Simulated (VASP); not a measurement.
# LiHF2: relaxation of cell and atoms with PBEsol

LiHF2:

```xyz
4
Lattice="2.9006 0.0000 0.0000 0.0000 2.9006 0.0000 0.0000 0.0000 3.8690" Properties=species:S:1:pos:R:3 pbc="T T T"
Li    0.0000    0.0000    0.0000
H     1.4503    1.4503    1.9345
F     0.0000    0.0000    1.9345
F     1.4503    1.4503    0.0000
```

The cell was built by a generator and needn't be a form met in nature.

* Program: VASP 6.6.1
* Task: relaxation of cell and atoms
* Functional: PBEsol
* Potentials or basis: VASP PAW PBE potentials, release 64 (Li_sv, H, F)
* Cutoff: 600 eV
* k mesh: 8 × 8 × 6
* Occupations: fermi-dirac, width 0.03 eV
* Spin: no spin polarisation
* Dipole correction: no
* Further INCAR settings: ALGO = Normal; EDIFF = 1e-06; IBRION = 2; EDIFFG = -0.01; NSW = 100; ISIF = 3

```yaml
Relaxed_volume: 6.56 Å³/atom
Relaxed_cell: a = 2.688 Å, b = 2.688 Å, c = 3.629 Å, α = 90.00°, β = 90.00°, γ = 90.00°
Space_group_after_relaxing_to_0.05_Å: P4/mmm (No. 123)
Energy_gained_by_relaxing: 83.0 meV/atom
Ionic_steps: 8
Pressure_after_relaxing: -0.1 GPa
Band_gap_on_the_k_mesh: 2.01 eV, direct
```

Stress tensor (GPa, compression positive):
```
-0.13  0.00  0.00
 0.00 -0.13  0.00
 0.00  0.00 -0.01
```

Step by step:
| step | energy change (eV) | largest force (eV/Å) | pressure (GPa) | volume (Å³) |
| --- | --- | --- | --- | --- |
| 1 | 0.0000 | 0.0000 | -13.84 | 32.55 |
| 2 | -0.2364 | 0.0000 | -8.97 | 29.35 |
| 3 | -0.3274 | 0.0000 | -1.82 | 26.81 |
| 4 | -0.3298 | 0.0000 | 0.26 | 26.27 |
| 5 | -0.3299 | 0.0000 | -0.18 | 26.39 |
| 6 | -0.3303 | 0.0000 | -0.21 | 26.37 |
| 7 | -0.3313 | 0.0000 | -0.21 | 26.33 |
| 8 | -0.3322 | 0.0000 | -0.09 | 26.22 |

Final structure:
```
CELL_PARAMETERS angstrom
2.68799 0.00000 0.00000
0.00000 2.68799 0.00000
0.00000 0.00000 3.62942
ATOMIC_POSITIONS crystal
Li 0.00000 0.00000 0.00000
H 0.50000 0.50000 0.50000
F 0.00000 0.00000 0.50000
F 0.50000 0.50000 0.00000
```

Levels at points of the mesh, in eV from the valence-band top:
```csv
k point,band 6,band 7,band 8,band 9,band 10,band 11,band 12,band 13
"(0.00, 0.00, 0.00)",-1.44,-0.14,0.00,0.00,2.01,14.74,17.60,18.21
"(0.50, 0.00, 0.00)",-1.93,-1.71,-0.51,-0.40,5.89,14.57,15.04,18.44
"(0.50, 0.50, 0.00)",-1.54,-1.32,-1.08,-1.08,2.72,17.20,17.20,18.37
"(0.00, 0.00, 0.50)",-0.84,-0.84,-0.64,-0.64,4.90,14.32,17.51,20.02
"(0.50, 0.00, 0.50)",-0.49,-0.36,-0.35,-0.26,7.27,12.47,13.18,19.64
"(0.50, 0.50, 0.50)",-2.80,-2.41,-2.41,-1.12,5.38,16.83,16.83,17.76
```

Run time: 63 s on 1 thread of AMD EPYC 9R14 (Zen 4), on a shared host, peak memory 0.13 GiB.

Caveat: the cutoff is under 1.25 times the usual one of these potentials, so pressure, stress and relaxed cells hold a basis-set (Pulay) error; the volume moved by over 15 % at a fixed basis, so the end points are rough; the PAW data sets were made with another functional, which shifts forces and pressure a little. A hybrid or GW would open this gap; PBEsol tends to underestimate it.
